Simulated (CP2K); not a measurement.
# Sb2Pt (Geversite) (Pa-3) in CP2K: equation of state

How stiff is Sb2Pt (Geversite) in PBE, and what volume does it want? The cell is scaled to several volumes.

Program: CP2K 2026.2. These are calculated values, not measurements. Logs are shortened: lines on timing, memory, paths and dates and some standing lists are left out, and cuts for length are marked.

### 1 The structure

The structure is cubic, space group Pa-3 (No. 205). Conventional cell: a = 6.442 Å, b = 6.442 Å, c = 6.442 Å, α = 90.00°, β = 90.00°, γ = 90.00°. Pt (site symmetry -3) has 6 Sb at 2.67 Å as nearest neighbours. Sb (site symmetry 3) is surrounded by 3 Pt at 2.67 Å and 1 Sb at 2.78 Å.

### 2 Single point, PBE, 22.28 Å³/atom

Contents of sb2pt_eos.inp:

```
&GLOBAL
  PROJECT sb2pt_eos
  RUN_TYPE ENERGY_FORCE
  PRINT_LEVEL LOW
&END GLOBAL
&FORCE_EVAL
  METHOD QS
  STRESS_TENSOR ANALYTICAL
  &DFT
    BASIS_SET_FILE_NAME BASIS_MOLOPT_UZH
    POTENTIAL_FILE_NAME POTENTIAL_UZH
    &MGRID
      CUTOFF 450
      REL_CUTOFF 60
      NGRIDS 5
    &END MGRID
    &QS
      METHOD GPW
      EPS_DEFAULT 1.0E-10
    &END QS
    &KPOINTS
      SCHEME MONKHORST-PACK 4 4 4
      GAMMA_CENTERED T
      SYMMETRY T
      SYMMETRY_BACKEND SPGLIB
    &END KPOINTS
    &SCF
      SCF_GUESS ATOMIC
      EPS_SCF 1.0E-6
      MAX_SCF 100
      ADDED_MOS 42
      CHOLESKY OFF
      EPS_EIGVAL 1.0E-7
      &DIAGONALIZATION ON
        ALGORITHM STANDARD
      &END DIAGONALIZATION
      &MIXING ON
        METHOD BROYDEN_MIXING
        ALPHA 0.4
        BETA 1.5
        NBUFFER 8
      &END MIXING
      &SMEAR ON
        METHOD FERMI_DIRAC
        ELECTRONIC_TEMPERATURE [K] 580.226
      &END SMEAR
    &END SCF
    &XC
      &XC_FUNCTIONAL
        &GGA_X_PBE
        &END GGA_X_PBE
        &GGA_C_PBE
        &END GGA_C_PBE
      &END XC_FUNCTIONAL
    &END XC
    &PRINT
      &KPOINTS ON
      &END KPOINTS
      &MULLIKEN ON
      &END MULLIKEN
      &MO ON
        ENERGIES T
        OCCUPATION_NUMBERS T
        &EACH
          QS_SCF 0
        &END EACH
        ADD_LAST NUMERIC
      &END MO
    &END PRINT
  &END DFT
  &SUBSYS
    &CELL
      A 6.4423000000 0.0000000000 0.0000000000
      B 0.0000000000 6.4423000000 0.0000000000
      C 0.0000000000 0.0000000000 6.4423000000
      PERIODIC XYZ
    &END CELL
    &COORD
      Pt  0.0000000000 3.2211500000 3.2211500000
      Pt  3.2211500000 3.2211500000 0.0000000000
      Pt  3.2211500000 0.0000000000 3.2211500000
      Pt  0.0000000000 0.0000000000 0.0000000000
      Sb  2.4177951900 0.8033548100 5.6389451900
      Sb  0.8033548100 5.6389451900 2.4177951900
      Sb  5.6389451900 2.4177951900 0.8033548100
      Sb  4.0245048100 4.0245048100 4.0245048100
      Sb  4.0245048100 5.6389451900 0.8033548100
      Sb  5.6389451900 0.8033548100 4.0245048100
      Sb  0.8033548100 4.0245048100 5.6389451900
      Sb  2.4177951900 2.4177951900 2.4177951900
    &END COORD
    &KIND Pt
      BASIS_SET TZVP-MOLOPT-PBE-GTH-q18
      POTENTIAL GTH-PBE-q18
    &END KIND
    &KIND Sb
      BASIS_SET TZVP-MOLOPT-PBE-GTH-q5
      POTENTIAL GTH-PBE-q5
    &END KIND
    &PRINT
      &ATOMIC_COORDINATES ON
      &END ATOMIC_COORDINATES
      &CELL ON
      &END CELL
    &END PRINT
  &END SUBSYS
  &PRINT
    &FORCES ON
    &END FORCES
    &STRESS_TENSOR ON
    &END STRESS_TENSOR
  &END PRINT
&END FORCE_EVAL
```

Potentials or basis: POTENTIAL_UZH Pt GTH-PBE-q18, Sb GTH-PBE-q5; TZVP-MOLOPT-PBE-GTH basis.

Started as:

```console
$ OMP_NUM_THREADS=1 mpirun -n 8 cp2k.psmp -i sb2pt_eos.inp -o sb2pt_eos.out
```

sb2pt_eos.out:

```text

 CP2K| version string:                                       CP2K version 2026.2
 CP2K| Input file name                                             sb2pt_eos.inp

 GLOBAL| Force Environment number                                              1
 GLOBAL| Basis set file name                                    BASIS_MOLOPT_UZH
 GLOBAL| Potential file name                                       POTENTIAL_UZH
 GLOBAL| MM Potential file name                                     MM_POTENTIAL
 GLOBAL| Coordinate file name                                      __STD_INPUT__
 GLOBAL| Method name                                                        CP2K
 GLOBAL| Project name                                                  sb2pt_eos
 GLOBAL| Run type                                                   ENERGY_FORCE
 GLOBAL| FFT library                                                       FFTW3
 GLOBAL| Diagonalization library                                       ScaLAPACK
 GLOBAL| Cholesky decomposition library                                ScaLAPACK
 GLOBAL| DGEMM library                                                      BLAS
 GLOBAL| Direct generalized diagonalization requested                          F
 GLOBAL| Matrix multiplication library                                 ScaLAPACK
 GLOBAL| Global print level                                                  LOW
 GLOBAL| Total number of message passing processes                             8
 GLOBAL| Number of threads for this process                                    1
 GLOBAL| CPU model name                          AMD EPYC 9R45 96-Core Processor

 CELL| Volume [angstrom^3]:                                           267.376254
 CELL| Vector a [angstrom]:       6.442     0.000     0.000   |a| =     6.442300
 CELL| Vector b [angstrom]:       0.000     6.442     0.000   |b| =     6.442300
 CELL| Vector c [angstrom]:       0.000     0.000     6.442   |c| =     6.442300
 CELL| Angle (b,c), alpha [degree]:                                    90.000000
 CELL| Angle (a,c), beta  [degree]:                                    90.000000
 CELL| Angle (a,b), gamma [degree]:                                    90.000000
 CELL| Numerically orthorhombic:                                             YES
 CELL| Periodicity                                                           XYZ

 CELL_REF| Volume [angstrom^3]:                                       267.376254
 CELL_REF| Vector a [angstrom     6.442     0.000     0.000   |a| =     6.442300
 CELL_REF| Vector b [angstrom     0.000     6.442     0.000   |b| =     6.442300
 CELL_REF| Vector c [angstrom     0.000     0.000     6.442   |c| =     6.442300
 CELL_REF| Angle (b,c), alpha [degree]:                                90.000000
 CELL_REF| Angle (a,c), beta  [degree]:                                90.000000
 CELL_REF| Angle (a,b), gamma [degree]:                                90.000000
 CELL_REF| Numerically orthorhombic:                                         YES
 CELL_REF| Periodicity                                                       XYZ

[... 8 lines left out ...]
 TOTAL NUMBERS AND MAXIMUM NUMBERS

  Total number of            - Atomic kinds:                                   2
[... 116 lines left out ...]
  Exchange-correlation energy:                                -58.51462635669505
  Electronic entropic energy:                                  -0.00064650393612
  Fermi energy:                                                 0.32454720055991

  Total energy:                                              -525.24856083507905
  Total energy (extrapolated to T->0):                       -525.24823758311095

 MO| EIGENVALUES AND OCCUPATION NUMBERS FOR K POINT 1
 MO|
 MO|  Index      Eigenvalue [a.u.]        Eigenvalue [eV]             Occupation
 MO|      1              -3.307447             -90.000203               2.000000
 MO|      2              -3.307447             -90.000203               2.000000
 MO|      3              -3.307446             -90.000187               2.000000
 MO|      4              -3.307445             -90.000157               2.000000
 MO|      5              -1.644712             -44.754877               2.000000
 MO|      6              -1.644704             -44.754682               2.000000
[... 1130 lines left out ...]
 MO|     97               0.873945              23.781240               0.000000
 MO|     98               0.873945              23.781257               0.000000
 MO| Sum:                                                             115.629059
 MO| E(Fermi):            0.324547 a.u.          8.831378 eV

 !-----------------------------------------------------------------------------!
                     Mulliken Population Analysis

 #  Atom  Element  Kind  Atomic population                           Net charge
       1     Pt       1         18.435711                             -0.435711
       2     Pt       1         18.435711                             -0.435711
       3     Pt       1         18.435711                             -0.435711
       4     Pt       1         18.435713                             -0.435713
       5     Sb       2          4.782145                              0.217855
       6     Sb       2          4.782145                              0.217855
       7     Sb       2          4.782145                              0.217855
       8     Sb       2          4.782142                              0.217858
       9     Sb       2          4.782145                              0.217855
      10     Sb       2          4.782145                              0.217855
      11     Sb       2          4.782145                              0.217855
      12     Sb       2          4.782142                              0.217858
 # Total charge                            112.000000                  0.000000

 !-----------------------------------------------------------------------------!

 ENERGY| Total FORCE_EVAL ( QS ) energy [hartree]           -525.248554429218984

 FORCES| Atomic forces [hartree/bohr]
 FORCES|   Atom     x               y               z               |f|
 FORCES|      1  1.35900309E-08 -1.30187442E-08 -1.56736421E-08   2.44916251E-08
 FORCES|      2 -1.32595236E-08 -1.64368556E-08  1.34318793E-08   2.50279957E-08
 FORCES|      3 -1.57216260E-08  1.26999689E-08 -1.34334407E-08   2.42675928E-08
 FORCES|      4  1.53729974E-08  1.65073803E-08  1.56444890E-08   2.74512785E-08
 FORCES|      5 -1.27067976E-03  1.27066445E-03 -1.27066215E-03   2.20086289E-03
 FORCES|      6  1.27066642E-03 -1.27066584E-03 -1.27067895E-03   2.20086569E-03
 FORCES|      7 -1.27066340E-03 -1.27067909E-03  1.27066378E-03   2.20086285E-03
 FORCES|      8  1.27070126E-03  1.27069905E-03  1.27070074E-03   2.20091757E-03
 FORCES|      9  1.27067911E-03 -1.27066375E-03  1.27066272E-03   2.20086245E-03
 FORCES|     10 -1.27066536E-03  1.27066507E-03  1.27067896E-03   2.20086465E-03
 FORCES|     11  1.27066250E-03  1.27067841E-03 -1.27066427E-03   2.20086222E-03
 FORCES|     12 -1.27070083E-03 -1.27069813E-03 -1.27070087E-03   2.20091686E-03
 FORCES| Sum    -7.69990291E-11 -7.66820492E-11 -7.69571290E-11
 FORCES| Total atomic force                                       1.33159254E-10

 STRESS| Analytical stress tensor [bar]
 STRESS|                        x                   y                   z
 STRESS|      x        8.25528625010E+04   3.66606961718E-03   9.72699791992E-03
 STRESS|      y        3.66606961718E-03   8.25528502420E+04   9.44175176929E-03
 STRESS|      z        9.72699791992E-03   9.44175176929E-03   8.25528574727E+04
 STRESS| 1/3 Trace                                             8.25528567386E+04
 STRESS| Determinant                                           5.62595585152E+14

 STRESS| Eigenvectors and eigenvalues of the analytical stress tensor [bar]
 STRESS|                        1                   2                   3
 STRESS| Eigenvalues   8.25528433114E+04   8.25528534541E+04   8.25528734502E+04
 STRESS|      x          -0.171569845506     -0.709364098946      0.683641984696
 STRESS|      y          -0.761225913388      0.535957266101      0.365082069816
 STRESS|      z           0.625379002606      0.457768919915      0.631940439487
```

Wall time 11 s (8 MPI ranks of AMD EPYC 9R45 (Zen 5), shared host).

What came out:

```
Free energy            : -14292.7400 eV
Pressure               : 8.3 GPa
Largest force          : 0.113 eV/Å
Band gap on the k mesh : none (metal or under the smearing width)
Mulliken charges       : Pt -0.44; Sb +0.22 e
```

Caveat: Mulliken charges move with the basis; the basis of atomic orbitals isn't converged, which shifts pressures, moduli and gaps.

### 3 Single point, PBE, 21.84 Å³/atom (volume scaled by 0.98)

Changes to sb2pt_eos.inp since step 2:

```diff
@@ -11,2 +11,3 @@
     POTENTIAL_FILE_NAME POTENTIAL_UZH
+    WFN_RESTART_FILE_NAME previous-RESTART.kp
     &MGRID
@@ -27,3 +28,3 @@
     &SCF
-      SCF_GUESS ATOMIC
+      SCF_GUESS RESTART
       EPS_SCF 1.0E-6
@@ -72,5 +73,5 @@
     &CELL
-      A 6.4423000000 0.0000000000 0.0000000000
-      B 0.0000000000 6.4423000000 0.0000000000
-      C 0.0000000000 0.0000000000 6.4423000000
+      A 6.3990617845 0.0000000000 0.0000000000
+      B 0.0000000000 6.3990617845 0.0000000000
+      C 0.0000000000 0.0000000000 6.3990617845
       PERIODIC XYZ
@@ -78,14 +79,14 @@
     &COORD
-      Pt  0.0000000000 3.2211500000 3.2211500000
-      Pt  3.2211500000 3.2211500000 0.0000000000
-      Pt  3.2211500000 0.0000000000 3.2211500000
+      Pt  0.0000000000 3.1995308922 3.1995308922
+      Pt  3.1995308922 3.1995308922 0.0000000000
+      Pt  3.1995308922 0.0000000000 3.1995308922
       Pt  0.0000000000 0.0000000000 0.0000000000
-      Sb  2.4177951900 0.8033548100 5.6389451900
-      Sb  0.8033548100 5.6389451900 2.4177951900
-      Sb  5.6389451900 2.4177951900 0.8033548100
-      Sb  4.0245048100 4.0245048100 4.0245048100
-      Sb  4.0245048100 5.6389451900 0.8033548100
-      Sb  5.6389451900 0.8033548100 4.0245048100
-      Sb  0.8033548100 4.0245048100 5.6389451900
-      Sb  2.4177951900 2.4177951900 2.4177951900
+      Sb  2.4015678877 0.7979630045 5.6010987800
+      Sb  0.7979630045 5.6010987800 2.4015678877
+      Sb  5.6010987800 2.4015678877 0.7979630045
+      Sb  3.9974938968 3.9974938968 3.9974938968
+      Sb  3.9974938968 5.6010987800 0.7979630045
+      Sb  5.6010987800 0.7979630045 3.9974938968
+      Sb  0.7979630045 3.9974938968 5.6010987800
+      Sb  2.4015678877 2.4015678877 2.4015678877
     &END COORD
```

Potentials or basis: POTENTIAL_UZH Pt GTH-PBE-q18, Sb GTH-PBE-q5; TZVP-MOLOPT-PBE-GTH basis.

Started as:

```console
$ OMP_NUM_THREADS=1 mpirun -n 8 cp2k.psmp -i sb2pt_eos.inp -o sb2pt_eos.out
```

It took 9.3 s on 8 MPI ranks of AMD EPYC 9R45 (Zen 5), shared host.

It converged, with:

```yaml
Free_energy: -14292.4156 eV
Pressure: 11.2 GPa
Largest_force: 0.134 eV/Å
Band_gap_on_the_k_mesh: 0.02 eV, indirect (least direct gap 0.25 eV)
Mulliken_charges: Pt -0.44; Sb +0.22 e
```

Caveat: Mulliken charges move with the basis; spin-orbit coupling is left out, which moves the levels of the heavy elements; the basis of atomic orbitals isn't converged, which shifts pressures, moduli and gaps.

(Continued in part 2 of 2.)
